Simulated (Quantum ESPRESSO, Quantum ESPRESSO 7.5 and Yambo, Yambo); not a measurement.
**Quasiparticle gap of CsH (Fm-3m) in Yambo**

Wanted: ground state, empty states, screening and self-energy for CsH (Fm-3m).

Program: Quantum ESPRESSO 7.5 and Yambo 5.3.0. Level of theory: PBEsol and many-body steps on it, plane waves. Results are calculated unless marked as measured.

The database entry behind the starting cell differs from later determinations by our own check (0.1 to 0.3 % short, probably kX units), so it need not match the best structure at ambient conditions.

## (1) The structure

It takes space group Fm-3m (No. 225, cubic). The conventional cell has a = 6.376 Å, b = 6.376 Å, c = 6.376 Å, α = 90.00°, β = 90.00°, γ = 90.00°. Nearest to Cs lie 6 H at 3.19 Å. Nearest to H lie 6 Cs at 3.19 Å. Farther neighbours are not listed.

The cell and positions come from the Crystallography Open Database and are kept as given unless a step says otherwise. Spin-orbit coupling is left out unless a step names it.

## (2) Ground state

This step: Quantum ESPRESSO 7.5; DFT, PBEsol, plane waves, norm-conserving pseudopotentials.

The ground-state density comes first.

The input, pw.in:

```
&control
  calculation = 'scf'
  prefix = 'x'
  outdir = 'o'
  pseudo_dir = 'pseudo'
/
&system
  ibrav = 0
  nat = 2
  ntyp = 2
  ecutwfc = 64.0
  nbnd = 10
  force_symmorphic = .true.
/
&electrons
  conv_thr = 1e-10
  electron_maxstep = 80
  mixing_beta = 0.5
/
ATOMIC_SPECIES
  Cs 132.91 Cs.upf
  H 1.008 H.upf
CELL_PARAMETERS angstrom
  -0.0000000000 3.1880000000 3.1880000000
  3.1880000000 -0.0000000000 3.1880000000
  3.1880000000 3.1880000000 -0.0000000000
ATOMIC_POSITIONS crystal
  Cs 0.0000000000 0.0000000000 0.0000000000
  H 0.5000000000 0.5000000000 0.5000000000
K_POINTS automatic
  6 6 6 0 0 0
```

On the command line:

```bash
$ OMP_NUM_THREADS=1 mpirun -n 4 pw.x -nk 4 -in pw.in > pw.out
```

What it wrote:

```text
Program PWSCF v.7.5 starts

     This program is part of the open-source Quantum ESPRESSO suite
     for quantum simulation of materials; please cite
         "P. Giannozzi et al., J. Phys.:Condens. Matter 21 395502 (2009);
         "P. Giannozzi et al., J. Phys.:Condens. Matter 29 465901 (2017);
         "P. Giannozzi et al., J. Chem. Phys. 152 154105 (2020);
     in publications or presentations arising from this work. More details at
     Message from routine setup:
     using ibrav=0 with symmetry is DISCOURAGED, use correct ibrav instead

     G-vector sticks info

     bravais-lattice index     =            0
     lattice parameter (alat)  =       8.5199  a.u.
     unit-cell volume          =     437.3021 (a.u.)^3
     number of atoms/cell      =            2
     number of atomic types    =            2
     number of electrons       =        10.00
     number of Kohn-Sham states=           10
     kinetic-energy cutoff     =      64.0000  Ry
     charge density cutoff     =     256.0000  Ry
     scf convergence threshold =      1.0E-10
     mixing beta               =       0.5000
     number of iterations used =            8  plain     mixing
     Exchange-correlation= PBESOL
                           (   1   4  10   8   0   0   0)

     celldm(1)=   8.519854  celldm(2)=   0.000000  celldm(3)=   0.000000
     celldm(4)=   0.000000  celldm(5)=   0.000000  celldm(6)=   0.000000

     crystal axes: (cart. coord. in units of alat)
               a(1) = (  -0.000000   0.707107   0.707107 )
               a(2) = (   0.707107  -0.000000   0.707107 )
               a(3) = (   0.707107   0.707107  -0.000000 )

     reciprocal axes: (cart. coord. in units 2 pi/alat)
               b(1) = ( -0.707107  0.707107  0.707107 )
               b(2) = (  0.707107 -0.707107  0.707107 )
               b(3) = (  0.707107  0.707107 -0.707107 )
     Pseudo is Norm-conserving + core correction, Zval =  9.0
     Generated using ONCVPSP code by D. R. Hamann
     Using radial grid of 2384 points,  8 beta functions with:
     Pseudo is Norm-conserving, Zval =  1.0
     Generated using ONCVPSP code by D. R. Hamann
     Using radial grid of 1180 points,  3 beta functions with:
     Cs                9.00   132.91000     Cs( 1.00)
     H                 1.00     1.00800     H ( 1.00)

     48 Sym. Ops., with inversion, found

   Cartesian axes

     site n.     atom                  positions (alat units)
         1        Cs     tau(   1) = (   0.0000000   0.0000000   0.0000000  )
         2        H      tau(   2) = (   0.7071068   0.7071068   0.7071068  )

     number of k points=    16
                       cart. coord. in units 2pi/alat
        k(    1) = (   0.0000000   0.0000000   0.0000000), wk =   0.0092593
        k(    2) = (   0.1178511   0.1178511  -0.1178511), wk =   0.0740741
        k(    3) = (   0.2357023   0.2357023  -0.2357023), wk =   0.0740741
        k(    4) = (  -0.3535534  -0.3535534   0.3535534), wk =   0.0370370
        k(    5) = (   0.2357023   0.0000000  -0.0000000), wk =   0.0555556
        k(    6) = (   0.3535534   0.1178511  -0.1178511), wk =   0.2222222
        k(    7) = (  -0.2357023  -0.4714045   0.4714045), wk =   0.2222222
        k(    8) = (  -0.1178511  -0.3535534   0.3535534), wk =   0.2222222
        k(    9) = (   0.0000000  -0.2357023   0.2357023), wk =   0.1111111
        k(   10) = (   0.4714045   0.0000000  -0.0000000), wk =   0.0555556
     [... 4 further rows ...]
        k(   15) = (  -0.1178511  -0.3535534   0.5892557), wk =   0.2222222
        k(   16) = (  -0.7071068   0.2357023   0.0000000), wk =   0.1111111

     Dense  grid:    30395 G-vectors     FFT dimensions: (  45,  45,  45)

     Initial potential from superposition of free atoms

     starting charge       9.9634, renormalised to      10.0000
     Starting wfcs are    6 randomized atomic wfcs +    4 random wfcs

     per-process dynamical memory:    24.7 Mb

     Self-consistent Calculation

     iteration #  1     ecut=    64.00 Ry     beta= 0.50

     total energy              =     -47.89384331 Ry
     estimated scf accuracy    <       0.16192509 Ry

     iteration #  2     ecut=    64.00 Ry     beta= 0.50

     total energy              =     -47.91652288 Ry
     estimated scf accuracy    <       0.00388683 Ry

     iteration #  3     ecut=    64.00 Ry     beta= 0.50

     total energy              =     -47.91754376 Ry
     estimated scf accuracy    <       0.00059446 Ry

     iteration #  4     ecut=    64.00 Ry     beta= 0.50

     total energy              =     -47.91762376 Ry
     estimated scf accuracy    <       0.00003214 Ry

     iteration #  5     ecut=    64.00 Ry     beta= 0.50

     total energy              =     -47.91764166 Ry
     estimated scf accuracy    <       0.00000712 Ry

     iteration #  6     ecut=    64.00 Ry     beta= 0.50

     total energy              =     -47.91764382 Ry
     estimated scf accuracy    <       0.00000010 Ry

     iteration #  7     ecut=    64.00 Ry     beta= 0.50

     total energy              =     -47.91764417 Ry
     estimated scf accuracy    <          3.9E-09 Ry

     iteration #  8     ecut=    64.00 Ry     beta= 0.50

     total energy              =     -47.91764417 Ry
     estimated scf accuracy    <          5.8E-10 Ry

     iteration #  9     ecut=    64.00 Ry     beta= 0.50

     End of self-consistent calculation

          k = 0.0000 0.0000 0.0000 (  3767 PWs)   bands (ev):

   -18.1919  -4.6243  -4.6243  -4.6243   1.4858   8.4061   8.4061   8.4061
     9.0751  10.1795

          k = 0.1179 0.1179-0.1179 (  3768 PWs)   bands (ev):

   -18.1726  -4.8628  -4.6482  -4.6482   1.8989   7.5247   8.5433   8.5433
     8.8706   9.7342

          k = 0.2357 0.2357-0.2357 (  3783 PWs)   bands (ev):

   -18.1337  -5.2824  -4.6951  -4.6951   2.7481   6.1073   8.1890   8.1890
     9.4247  10.4534

          k =-0.3536-0.3536 0.3536 (  3798 PWs)   bands (ev):

     [... further k-points ...]

     highest occupied, lowest unoccupied level (ev):     3.2614    5.4106

!    total energy              =     -47.91764417 Ry
     estimated scf accuracy    <          4.4E-12 Ry

     The total energy is the sum of the following terms:
     one-electron contribution =      -7.14390235 Ry
     hartree contribution      =       6.40737714 Ry
     xc contribution           =     -14.35039694 Ry
     ewald contribution        =     -32.83072202 Ry

     convergence has been achieved in   9 iterations

     XML data file, charge density, pseudopotentials, collected wavefunctions

=------------------------------------------------------------------------------=
   JOB DONE.
=------------------------------------------------------------------------------=
```

Elapsed: 4.7 s, on 4 MPI ranks of Arm Neoverse V1, shared host; peak memory 0.24 GiB; 18 s of CPU time.

Numbers from this step:

```
total energy               : -651.9528 eV
gap                        : 2.149 eV
k of the valence top       : 0, 0, -0.5
k of the conduction bottom : 0, 0, -0.5
least direct gap           : 2.149 eV
```

The gap is direct, at (0.000, 0.000, -0.500).

## (3) Bands along the symmetry lines

The cheap functional maps the bands first; the places of the edges decide which points the dearer methods must see.

The input, pw.in:

```
&control
  calculation = 'bands'
  prefix = 'x'
  outdir = 'o'
  pseudo_dir = 'pseudo'
/
&system
  ibrav = 0
  nat = 2
  ntyp = 2
  ecutwfc = 64.0
  nbnd = 11
  force_symmorphic = .true.
/
&electrons
  conv_thr = 1e-9
  electron_maxstep = 80
  diago_full_acc = .true.
  diago_thr_init = 5e-6
/
ATOMIC_SPECIES
  Cs 132.91 Cs.upf
  H 1.008 H.upf
CELL_PARAMETERS angstrom
  -0.0000000000 3.1880000000 3.1880000000
  3.1880000000 -0.0000000000 3.1880000000
  3.1880000000 3.1880000000 -0.0000000000
ATOMIC_POSITIONS crystal
  Cs 0.0000000000 0.0000000000 0.0000000000
  H 0.5000000000 0.5000000000 0.5000000000
K_POINTS crystal
  50
  0.00000000 0.00000000 0.00000000 1
  0.06250000 0.00000000 0.06250000 1
  0.12500000 0.00000000 0.12500000 1
  0.18750000 0.00000000 0.18750000 1
  0.25000000 0.00000000 0.25000000 1
  0.31250000 0.00000000 0.31250000 1
  0.37500000 0.00000000 0.37500000 1
  0.43750000 0.00000000 0.43750000 1
  0.50000000 0.00000000 0.50000000 1
  0.51562500 0.03125000 0.51562500 1
  0.53125000 0.06250000 0.53125000 1
  0.54687500 0.09375000 0.54687500 1
  0.56250000 0.12500000 0.56250000 1
  0.57812500 0.15625000 0.57812500 1
  0.59375000 0.18750000 0.59375000 1
  0.60937500 0.21875000 0.60937500 1
  0.62500000 0.25000000 0.62500000 1
  0.37500000 0.37500000 0.75000000 1
  0.32812500 0.32812500 0.65625000 1
  0.28125000 0.28125000 0.56250000 1
  0.23437500 0.23437500 0.46875000 1
  0.18750000 0.18750000 0.37500000 1
  0.14062500 0.14062500 0.28125000 1
  0.09375000 0.09375000 0.18750000 1
  0.04687500 0.04687500 0.09375000 1
  0.00000000 0.00000000 0.00000000 1
  0.06250000 0.06250000 0.06250000 1
  0.12500000 0.12500000 0.12500000 1
  0.18750000 0.18750000 0.18750000 1
  0.25000000 0.25000000 0.25000000 1
  0.31250000 0.31250000 0.31250000 1
  0.37500000 0.37500000 0.37500000 1
  0.43750000 0.43750000 0.43750000 1
  0.50000000 0.50000000 0.50000000 1
  0.50000000 0.46875000 0.53125000 1
  0.50000000 0.43750000 0.56250000 1
  0.50000000 0.40625000 0.59375000 1
  0.50000000 0.37500000 0.62500000 1
  0.50000000 0.34375000 0.65625000 1
  0.50000000 0.31250000 0.68750000 1
  0.50000000 0.28125000 0.71875000 1
  0.50000000 0.25000000 0.75000000 1
  0.50000000 0.21875000 0.71875000 1
  0.50000000 0.18750000 0.68750000 1
  0.50000000 0.15625000 0.65625000 1
  0.50000000 0.12500000 0.62500000 1
  0.50000000 0.09375000 0.59375000 1
  0.50000000 0.06250000 0.56250000 1
  0.50000000 0.03125000 0.53125000 1
  0.50000000 0.00000000 0.50000000 1
```

What it wrote:

```text
[banner, memory and clock lines left out]
Program PWSCF v.7.5 starts

     Atomic positions and unit cell read from directory:
     o/x.save/

     Message from routine setup:
     using ibrav=0 with symmetry is DISCOURAGED, use correct ibrav instead

     G-vector sticks info

     bravais-lattice index     =            0
     lattice parameter (alat)  =       8.5199  a.u.
     unit-cell volume          =     437.3021 (a.u.)^3
     number of atoms/cell      =            2
     number of atomic types    =            2
     number of electrons       =        10.00
     number of Kohn-Sham states=           11
     kinetic-energy cutoff     =      64.0000  Ry
     charge density cutoff     =     256.0000  Ry
     Exchange-correlation= PBESOL
                           (   1   4  10   8   0   0   0)

     celldm(1)=   8.519854  celldm(2)=   0.000000  celldm(3)=   0.000000
     celldm(4)=   0.000000  celldm(5)=   0.000000  celldm(6)=   0.000000

     crystal axes: (cart. coord. in units of alat)
               a(1) = (  -0.000000   0.707107   0.707107 )
               a(2) = (   0.707107  -0.000000   0.707107 )
               a(3) = (   0.707107   0.707107  -0.000000 )

     reciprocal axes: (cart. coord. in units 2 pi/alat)
               b(1) = ( -0.707107  0.707107  0.707107 )
               b(2) = (  0.707107 -0.707107  0.707107 )
               b(3) = (  0.707107  0.707107 -0.707107 )
     Pseudo is Norm-conserving + core correction, Zval =  9.0
     Generated using ONCVPSP code by D. R. Hamann
     Using radial grid of 2384 points,  8 beta functions with:
     Pseudo is Norm-conserving, Zval =  1.0
     Generated using ONCVPSP code by D. R. Hamann
     Using radial grid of 1180 points,  3 beta functions with:
     Cs                9.00   132.91000     Cs( 1.00)
     H                 1.00     1.00800     H ( 1.00)

     48 Sym. Ops., with inversion, found

   Cartesian axes

     site n.     atom                  positions (alat units)
         1        Cs     tau(   1) = (   0.0000000   0.0000000   0.0000000  )
         2        H      tau(   2) = (   0.7071068   0.7071068   0.7071068  )

     number of k points=    50
                       cart. coord. in units 2pi/alat
        k(    1) = (   0.0000000   0.0000000   0.0000000), wk =   0.0400000
        k(    2) = (   0.0000000   0.0883883   0.0000000), wk =   0.0400000
        k(    3) = (   0.0000000   0.1767767   0.0000000), wk =   0.0400000
[...]
[... 38 further rows ...]
        k(   49) = (   0.0441942   0.7071068   0.0000000), wk =   0.0400000
        k(   50) = (   0.0000000   0.7071068   0.0000000), wk =   0.0400000

     Dense  grid:    30395 G-vectors     FFT dimensions: (  45,  45,  45)

     The potential is recalculated from file :
     o/x.save/charge-density

     Starting wfcs are    6 randomized atomic wfcs +    5 random wfcs

     Band Structure Calculation

     End of band structure calculation

          k = 0.0000 0.0000 0.0000 (  3767 PWs)   bands (ev):

   -18.1919  -4.6243  -4.6243  -4.6243   1.4858   8.4061   8.4061   8.4061
     9.0751  10.1796  10.1796

          k = 0.0000 0.0884 0.0000 (  3775 PWs)   bands (ev):

   -18.1880  -4.6625  -4.6351  -4.6351   1.5691   8.2457   8.4566   8.4566
     8.8856   9.9316  10.2180

          k = 0.0000 0.1768 0.0000 (  3775 PWs)   bands (ev):

   -18.1769  -4.7651  -4.6660  -4.6660   1.7873   7.8771   8.3055   8.6087
     8.6087   9.8403  10.3316

          k =-0.0000 0.2652 0.0000 (  3775 PWs)   bands (ev):

[...]
k = 0.0000 0.4419-0.0000 (  3787 PWs)   bands (ev):

[...]
k =-0.0000 0.5303 0.0000 (  3792 PWs)   bands (ev):

[...]
k = 0.0000 0.6187-0.0000 (  3796 PWs)   bands (ev):

[...]
k = 0.4640 0.4640-0.0000 (  3771 PWs)   bands (ev):

[...]
k = 0.3315 0.3315-0.0000 (  3777 PWs)   bands (ev):

[...]
k = 0.3094 0.7071-0.0000 (  3782 PWs)   bands (ev):

[...]
k = 0.2210 0.7071-0.0000 (  3786 PWs)   bands (ev):

[...]
k = 0.1768 0.7071-0.0000 (  3794 PWs)   bands (ev):

[...]
k = 0.0442 0.7071 0.0000 (  3802 PWs)   bands (ev):

   -18.0892  -5.3418  -4.9035  -4.9005   2.1030   6.3422   8.7118  10.7564
    11.2800  11.3805  11.9751

          k = 0.0000 0.7071 0.0000 (  3812 PWs)   bands (ev):

   -18.0892  -5.3457  -4.8988  -4.8988   2.0880   6.3242   8.7472  11.2285
    11.2663  11.2663  11.6338

     XML data file, pseudopotentials, collected wavefunctions
```

It took 7.2 s on 4 MPI ranks; peak memory 0.22 GiB; 28 s of CPU time.

Numbers from this step:

- gap: 2.149 eV
- k of the valence top: 0.5, 0.5, 0.5
- k of the conduction bottom: 0.5, 0.5, 0.5
- least direct gap: 2.149 eV

The gap is 2.149 eV, as in the run before at this level.

Electronic bands along the path, in eV, zero at the top of the highest filled band; v1 is the highest filled band, c1 the lowest empty one:

```tsv
point	v4	v3	v2	v1	c1	c2	c3	c4
Γ	-7.89	-7.89	-7.89	-1.78	5.14	5.14	5.14	5.81
halfway	-8.31	-8.03	-8.03	-1.01	3.81	4.20	5.96	5.96
X	-8.61	-8.16	-8.16	-1.17	3.06	5.49	7.97	8.00
halfway	-8.58	-8.22	-8.14	-1.06	3.19	5.23	7.00	7.04
U	-8.49	-8.37	-8.10	-0.78	3.35	4.73	6.16	6.60
jump to K	-8.49	-8.37	-8.10	-0.78	3.35	4.73	6.16	6.60
halfway	-8.39	-8.08	-7.93	-0.73	3.55	4.09	5.41	5.95
Γ	-7.89	-7.89	-7.89	-1.78	5.14	5.14	5.14	5.81
halfway	-8.34	-7.93	-7.93	-0.95	3.52	5.16	5.16	5.77
L	-8.73	-7.98	-7.98	0.00	2.15	4.68	4.68	7.06
halfway	-8.61	-8.19	-8.05	-0.40	2.93	4.41	5.29	7.32
W	-8.39	-8.39	-8.20	-0.74	4.08	4.08	5.08	8.31
halfway	-8.55	-8.23	-8.18	-0.97	3.34	5.00	5.99	8.21
X	-8.61	-8.16	-8.16	-1.17	3.06	5.49	7.97	8.00
```

The electronic bands as a text plot (rows in eV, shown from -8.0 to 6.1 only):

```
    5.8 |++  +++           +    +++++++++++++++              +
    5.3 |++++      ++++++   +++++  ++++++++++++      ++++++++++++
    4.7 |  +++    +      +++       ++    ++    ++++++++     +
    4.1 |    +++++          +++++++        +           +++++
    3.5 |       +++     ++++  +++           +          ++   +++
    2.9 |          +++++    ++               ++      ++        ++
    2.3 |                                      ++++++
    1.7 |
    1.1 |
    0.5 |
    0.0 |                                      *******
   -0.6 |                ********            **       *******
   -1.2 |  **************        ****      **                ****
   -1.8 |**                          ******
   -2.4 |
   -3.0 |
   -3.6 |
   -4.2 |
   -4.8 |
   -5.3 |
   -5.9 |
   -6.5 |
   -7.1 |
   -7.7 |*****                ***********************
         Γ           X  U|K            Γ         L        W     X
```

(Part 1 of 3 ends here.)

[Paths, hosts, dates, memory and timing lines, banners, echoed tables and standing remarks are left out of the program output.]

[Logs are printed without paths, hosts, clocks, repeated set-up lines and the standing remarks that a program may print on its own settings, such as how far it seeks lower states.]

[Runs of the session that timed out or met a known fault of the program may be left out.]

[Hosts, paths, dates, database ids (printed as entryN), source tags and the programs' standing remarks are cut or masked in the printed files.]
